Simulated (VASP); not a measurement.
# Ta2C (P-3m1) in VASP: a series of runs

The runs below take Ta2C through single point, with r2SCAN.

All numbers are computed with VASP 6.6.1; they aren't measurements. Logs are shortened: lines on timing, memory, paths and dates and some standing lists are left out, and cuts for length are marked.

## Step 1: The structure

Symmetry: P-3m1, No. 164, trigonal system. Conventional cell: a = 3.106 Å, b = 3.106 Å, c = 4.946 Å, α = 90.00°, β = 90.00°, γ = 120.00°. Ta (site symmetry 3m) has 3 C at 2.18 Å as nearest neighbours. C (site symmetry -3m) has 6 Ta at 2.18 Å as nearest neighbours.

## Step 2: Single point, r2SCAN

POSCAR reads:

```
Ta2C
1.0
    3.1059007354      0.0000000000      0.0000000000
   -1.5529503677      2.6897889385      0.0000000000
    0.0000000000      0.0000000000      4.9464000000
Ta C
2 1
Direct
    0.3333333333      0.6666666667      0.2520100000
    0.6666666667      0.3333333333      0.7479900000
    0.0000000000      0.0000000000      0.0000000000
```

INCAR.step1 reads:

```
PREC = Accurate
ENCUT = 520
ISMEAR = 0
SIGMA = 0.1
LREAL = F
LASPH = T
NELM = 100
NBANDS = 20
GGA = PE
ALGO = Normal
EDIFF = 1E-4
LWAVE = T
LCHARG = F
```

INCAR.step2 reads:

```
PREC = Accurate
ENCUT = 520
EDIFF = 1E-6
ISMEAR = 0
SIGMA = 0.1
LREAL = F
LASPH = T
NELM = 100
ALGO = Normal
ISIF = 2
LWAVE = F
LCHARG = F
METAGGA = R2SCAN
LMIXTAU = T
NBANDS = 20
ISTART = 1
```

KPOINTS reads:

```
regular mesh
0
Gamma
  15 15 8
```

Potentials or basis: VASP PAW PBE potentials, release 64 (Ta_pv, C).

Command:

```
$ cat potpaw_PBE.64/Ta_pv/POTCAR potpaw_PBE.64/C/POTCAR > POTCAR
$ cp INCAR.step1 INCAR
$ mpirun -np 1 vasp_std > vasp.out
$ cp INCAR.step2 INCAR
$ mpirun -np 1 vasp_std > vasp.out
```

OUTCAR:

```text
PREC = Accurate
   ENCUT = 520
   EDIFF = 1E-6
   ISMEAR = 0
   LREAL = F
   LASPH = T
   NELM = 100
   ISIF = 2
   METAGGA = R2SCAN
   ISTART = 1

 ion  position               nearest neighbor table
   1  0.333  0.667  0.252-   3 2.18   3 2.18   3 2.18   2 3.04   2 3.04   2 3.04   2 3.07   2 3.07
                             2 3.07
   2  0.667  0.333  0.748-   3 2.18   3 2.18   3 2.18   1 3.04   1 3.04   1 3.04   1 3.07   1 3.07
                             1 3.07
   3  0.000  0.000  0.000-   1 2.18   2 2.18   2 2.18   1 2.18   2 2.18   1 2.18

  LATTYP: Found a hexagonal cell.
 ALAT       =     3.1059007354
 C/A-ratio  =     1.5925814832

  Lattice vectors:

 A1 = (   3.1059007354,   0.0000000000,   0.0000000000)
 A2 = (  -1.5529503677,   2.6897889385,   0.0000000000)
 A3 = (   0.0000000000,   0.0000000000,   4.9464000000)

Analysis of symmetry for initial positions (statically):
=====================================================================
 Subroutine PRICEL returns:
 Original cell was already a primitive cell.

 Routine SETGRP: Setting up the symmetry group for a
 hexagonal supercell.

 Subroutine GETGRP returns: Found 12 space group operations
 (whereof 12 operations were pure point group operations)
 out of a pool of 24 trial point group operations.

The static configuration has the point symmetry D_3d.

Analysis of symmetry for dynamics (positions and initial velocities):
=====================================================================
 Subroutine PRICEL returns:
 Original cell was already a primitive cell.

 Routine SETGRP: Setting up the symmetry group for a
 hexagonal supercell.

 Subroutine GETGRP returns: Found 12 space group operations
 (whereof 12 operations were pure point group operations)
 out of a pool of 24 trial point group operations.

The dynamic configuration has the point symmetry D_3d.

 Subroutine INISYM returns: Found 12 space group operations
 (whereof 12 operations are pure point group operations),
 and found     1 'primitive' translations

----------------------------------------------------------------------------------------

                                     Primitive cell

  volume of cell :      41.3233

  direct lattice vectors                    reciprocal lattice vectors
     3.105900735  0.000000000  0.000000000     0.321967791  0.185888191  0.000000000
    -1.552950368  2.689788939  0.000000000     0.000000000  0.371776382  0.000000000
     0.000000000  0.000000000  4.946400000     0.000000000  0.000000000  0.202167233

[... 80 lines left out ...]
   LNONCOLLINEAR =      F non collinear calculations
   LSORBIT =      F    spin-orbit coupling
   LASPH  =      T    aspherical Exc in radial PAW
   ENCUT  =  520.0 eV  38.22 Ry    6.18 a.u.   5.77  5.77  9.20*2*pi/ulx,y,z
   NELM   =    100;   NELMIN=  2; NELMDL=  0     # of ELM steps
   EDIFF  = 0.1E-05   stopping-criterion for ELM
   LREAL  =      F    real-space projection
   EDIFFG = 0.1E-04   stopping-criterion for IOM
   NSW    =      0    number of steps for IOM
   IBRION =     -1    ionic relax: 0-MD 1-quasi-New 2-CG
   NFREE  =      0    steps in history (QN), initial steepest desc. (CG)
   ISIF   =      2    stress and relaxation
   ISYM   =      2    0-nonsym 1-usesym 2-fastsym
   POTIM  = 0.5000    time-step for ionic-motion
   TEBEG  =    0.0;   TEEND  =   0.0 temperature during run
   PSTRESS=    0.0 pullay stress
   NELECT =      26.0000    total number of electrons
   NUPDOWN=      -1.0000    fix difference up-down
   EMIN   =  10.00;   EMAX   =-10.00  energy-range for DOS
   EFERMI =   0.00;   METHOD = LEGACY
   ISMEAR =     0;   SIGMA  =   0.10  broadening in eV -4-tet -1-fermi 0-gaus
   EFERMI_NEDOS =   21; number of points for ismear=-14 and -15
   IALGO  =     38    algorithm
   IMIX   =      4    mixing-type and parameters
     AMIX     =   0.40;   BMIX     =  1.00
     AMIX_MAG =   1.60;   BMIX_MAG =  1.00
  volume/ion in A,a.u.               =      13.77        92.95
  Fermi-wavevector in a.u.,A,eV,Ry     =   1.402817  2.650939 26.774835  1.967895
  Thomas-Fermi vector in A             =   2.525541
   LORBIT       =      0    0 simple, 1 ext, 2 COOP (PROOUT), +10 PAW based schemes
   METAGGA = R2SCAN    functional components
   LHFCALC =     F    Hartree Fock is set to
   AEXX    =    0.0000 exact exchange contribution
   IVDW    =     0    specifies the selected vdW correction
   LEPSILON=     F    determine dielectric tensor
   LRPA    =     F    only Hartree local field effects (RPA)
 non-spin polarized calculation
 Gauss-broadening in eV      SIGMA  =   0.10
  energy-cutoff  :      520.00
  volume of cell :       41.32
 maximum number of plane-waves:      1132
   NGX = 11   NGY = 11   NGZ = 19

 number of electron      26.0000001 magnetization

 Free energy of the ion-electron system (eV)
  ---------------------------------------------------
  ext. energy  EPLUGINS =         0.00000000
  ---------------------------------------------------
  free energy    TOTEN  =      -109.16514461 eV

  energy without entropy =     -109.16279882  energy(sigma->0) =     -109.16397172

 E-fermi :   6.5762     XC(G=0): -13.8639

 val. band max:        6.5761532527   @ k =   0.0000   0.0000   0.0000
 cond. band min:       6.5978747923   @ k =   0.0667  -0.0000   0.3750
 fundamental gap:      0.0217215397
 Fermi energy:         6.5762057687

 k-point     1 :       0.0000    0.0000    0.0000
  band No.  band energies     occupation
      1     -29.6435      2.00000
      2     -28.9312      2.00000
      3     -28.9312      2.00000
      4     -28.8180      2.00000
      5     -28.8180      2.00000
      6     -28.7312      2.00000
[... 541 lines left out ...]
     19      12.3982      0.00000
     20      14.0794      0.00000

 [... further k-points ...]
[... 5 lines left out ...]
  --------------------------------------------------------------------------------------
  -------------------------------------------------------------------------------------
  Total        0.5426775      0.5426775      0.3927347      0.0000000      0.0000000      0.0000000
  in kB       21.0405651     21.0405651     15.2270194      0.0000000      0.0000000      0.0000000
  external PRESSURE =      19.1027166 kB  Pullay stress =       0.0000000 kB

 VOLUME and BASIS-vectors are now :
 -----------------------------------------------------------------------------
  energy-cutoff  :      520.00
  volume of cell :       41.32
      direct lattice vectors                 reciprocal lattice vectors
     3.105900735  0.000000000  0.000000000     0.321967791  0.185888191  0.000000000
    -1.552950368  2.689788939  0.000000000     0.000000000  0.371776382  0.000000000
     0.000000000  0.000000000  4.946400000     0.000000000  0.000000000  0.202167233

 POSITION                                       TOTAL-FORCE (eV/Angst)
 -----------------------------------------------------------------------------------
     -0.00000      1.79319      1.24654        -0.000000      0.000000      0.313113
      1.55295      0.89660      3.69986         0.000000      0.000000     -0.313113
      0.00000      0.00000      0.00000         0.000000      0.000000      0.000000
 -----------------------------------------------------------------------------------
    total drift:                               -0.000000      0.000000     -0.000000

  FREE ENERGIE OF THE ION-ELECTRON SYSTEM (eV)
  ---------------------------------------------------
  free  energy   TOTEN  =      -109.1651446145 eV

  energy  without entropy=     -109.1627988194  energy(sigma->0) =     -109.16397172
```

OUTCAR.step1:

```text
PREC = Accurate
   ENCUT = 520
   ISMEAR = 0
   LREAL = F
[... 781 lines left out ...]
     -0.00000      1.79319      1.24654        -0.000000     -0.000000      0.284928
      1.55295      0.89660      3.69986         0.000000      0.000000     -0.284928
      0.00000      0.00000      0.00000         0.000000      0.000000      0.000000
 -----------------------------------------------------------------------------------
    total drift:                               -0.000000      0.000000     -0.000000

  FREE ENERGIE OF THE ION-ELECTRON SYSTEM (eV)
  ---------------------------------------------------
  free  energy   TOTEN  =       -34.6656905268 eV

  energy  without entropy=      -34.6625685060  energy(sigma->0) =      -34.66412952
```

OSZICAR.step1:

```text
N       E                     dE             d eps       ncg     rms          rms(c)
DAV:   1     0.199717406653E+03    0.19972E+03   -0.14884E+04  7696   0.136E+03
DAV:   2    -0.305331660031E+02   -0.23025E+03   -0.22485E+03  8640   0.379E+02
DAV:   3    -0.386807370507E+02   -0.81476E+01   -0.80410E+01  9824   0.639E+01
DAV:   4    -0.387749979208E+02   -0.94261E-01   -0.94000E-01  9464   0.672E+00
DAV:   5    -0.387758602730E+02   -0.86235E-03   -0.86220E-03  9532   0.598E-01    0.279E+01
DAV:   6    -0.348887527901E+02    0.38871E+01   -0.18878E+01  9620   0.246E+01    0.117E+01
DAV:   7    -0.347075649336E+02    0.18119E+00   -0.14500E+00  8612   0.747E+00    0.581E+00
DAV:   8    -0.346704994044E+02    0.37066E-01   -0.18989E-01  9140   0.296E+00    0.573E-01
DAV:   9    -0.346659601178E+02    0.45393E-02   -0.27379E-02  9492   0.988E-01    0.207E-01
DAV:  10    -0.346657679656E+02    0.19215E-03   -0.40841E-03  9816   0.485E-01    0.636E-02
DAV:  11    -0.346656905268E+02    0.77439E-04   -0.48148E-04  8788   0.137E-01
   1 F= -.34665691E+02 E0= -.34664130E+02  d E =-.312202E-02
```

Wall time 5 min (1 thread of Intel Xeon Platinum 8488C (Sapphire Rapids), shared host); peak memory 0.27 GiB.

Results:

* Free energy: -109.1651 eV
* Pressure: 1.9 GPa
* Largest force: 0.313 eV/Å
* Band gap on the k mesh: none (metal or under the smearing width)

Forces in eV/Å, atoms in the order of the input:
```
Ta   0.000  0.000  0.313
Ta   0.000  0.000 -0.313
C    0.000  0.000  0.000
```

Stress tensor (GPa, compression positive):
```
2.10 0.00 0.00
0.00 2.10 0.00
0.00 0.00 1.52
```

Caveat: the PAW data sets were made with another functional, which shifts forces and pressure a little. The run has no spin-orbit coupling, so splittings on Ta are missing.

[end of part 1 of 2]
